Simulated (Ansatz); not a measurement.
Trial structure of HfO₂, not yet relaxed:

```
Hf O
1.0
     4.85674    0.00000    0.00000
    -2.42837    4.20606    0.00000
     0.00000    0.00000    3.89719
Hf O
2 4
Direct
  0.33333 0.66667 0.50000
  0.66667 0.33333 0.50000
  0.46051 0.00000 0.00000
  0.00000 0.46051 0.00000
  0.53949 0.53949 0.00000
  0.00000 0.00000 0.00000
```

These are results of Ansatz, DFT PBE, scalar-relativistic, plane waves, PAW, not measurements. Plane waves to 420 eV, a k mesh through Γ of 6×6×4 on the computed 6-atom cell and Gaussian smearing (0.10 eV); no spin polarisation.

The zero of energy is the elements' standard structures at the same level (O₂ as a molecule); no fitted shifts are applied.

Question: How far from equilibrium is it?

Answer: The pressure is -12.3 GPa (the mean over three directions, positive in compression), the largest force is 0.04 eV/Å, and the energy is −0.51 eV/atom against the elements. The shortest distance is 2.24 Å.

Question: How much does it gain on relaxing, and where does it end?

Answer: Relaxing gains about 1.6 eV/atom (the start's value is from the coarse mesh, so the gain is rough) in 21 ionic steps and ends at −2.14 eV/atom on the finer mesh. The symmetry goes from P-62m (No. 189) to P6/mmm (No. 191). The volume per atom shrinks by 5.1 %, from 13.3 to 12.6 Å³. The shortest distance goes from 2.24 Å (O–O) to 2.14 Å (Hf–O). Conventional cell: a = 5.531 Å, c = 2.852 Å. Hf is surrounded by 6 O at 2.14 Å, 2 Hf at 2.85 Å and 3 Hf at 3.19 Å; O on a site of symmetry mmm is surrounded by 4 Hf at 2.14 Å and 8 O at 2.77–2.85 Å; O on a site of symmetry 6/mmm is surrounded by 8 O at 2.77–2.85 Å (long against covalent radii, as for large ions).

The last run used a 12×12×14 mesh (in the run's order of axes) for its 6-atom cell and Gaussian smearing of 0.10 eV. These runs have no spin–orbit coupling, which can matter for Hf. The relaxation can't lower the symmetry of the start. A structure relaxed within its symmetry needn't be a true minimum. Another cell of HfO2 relaxed alike, in P4_2/mnm (a Materials Project cell), lies 1.29 eV/atom lower, so this cell isn't the stable form at this level.
